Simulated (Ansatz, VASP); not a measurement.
## Two plane-wave programs on Ag

```
CELL_PARAMETERS angstrom
2.73307 0.00000 0.00000
-1.36653 2.36690 0.00000
0.00000 0.00000 2.64271
ATOMIC_POSITIONS crystal
Ag 0.00000 0.00000 0.00000
```

Alike in both runs: functional PBE; k mesh 15 × 15 × 14; occupations fermi-dirac, width 0.08 eV; no spin polarisation.

Ansatz relaxed the structure, and its values are those at the end. VASP's run is a single point on that final structure, the one shown.

|  | VASP | Ansatz |
| --- | --- | --- |
| version | VASP 6.6.1 | Ansatz 0.2.0 |
| potentials or method | VASP PAW PBE potentials, release 64 (Ag) | PAW with Ansatz's default frozen-core files, scalar-relativistic |
| plane-wave cutoff (eV) | 520 | 420 |
| valence electrons in the cell | 11 | 19 |

```csv
,VASP,Ansatz,Ansatz less VASP
pressure (GPa),13.8,14.1,+0.27
```

The functional is the same, so the differences come from potentials, cutoffs and numerics. The two sets of potentials don't hold the same shells in valence.
